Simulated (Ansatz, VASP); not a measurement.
**Two plane-wave programs on HgSe**

```xyz
2
Lattice="0.0000 3.0390 3.0390 3.0390 0.0000 3.0390 3.0390 3.0390 0.0000" Properties=species:S:1:pos:R:3 pbc="T T T"
Hg    0.0000    0.0000    0.0000
Se    1.5195    1.5195    1.5195
```

Alike in both runs: task relaxation of cell and atoms; functional PBE; k mesh 12 × 12 × 12; occupations gaussian, width 0.1 eV; no spin polarisation.

|  | VASP | Ansatz |
| --- | --- | --- |
| version | VASP 6.6.1 | Ansatz 0.2.0 |
| potentials or method | VASP PAW PBE potentials, release 64 (Hg, Se) | scalar-relativistic, plane waves, PAW |
| plane-wave cutoff (eV) | 600 | 420 |
| valence electrons in the cell | 18 | 36 |

VASP gave:

| Property | Result |
| --- | --- |
| gap on the k mesh at the Fermi level, each at its own relaxed structure (eV) | none |
| relaxed volume (Å³/atom) | 30.79 |
| relaxed cell length with the largest relative difference (Å) | 4.433 |
| energy change over the relaxation (meV/atom) | -39 |

Problem. What did Ansatz give for the same quantities?

Solution. gap on the k mesh at the Fermi level, each at its own relaxed structure (eV): none; relaxed volume (Å³/atom): 30.67; relaxed cell length with the largest relative difference (Å): 4.427; energy change over the relaxation (meV/atom): -35.

A gap of «none» marks a metal or a gap that the smearing closes. The two sets of potentials don't hold the same shells in valence.

Spin-orbit coupling is left out, which matters for the levels of Hg. PBE usually gives volumes a little too large and moduli too small. Zero-point motion and thermal expansion aren't in these numbers.
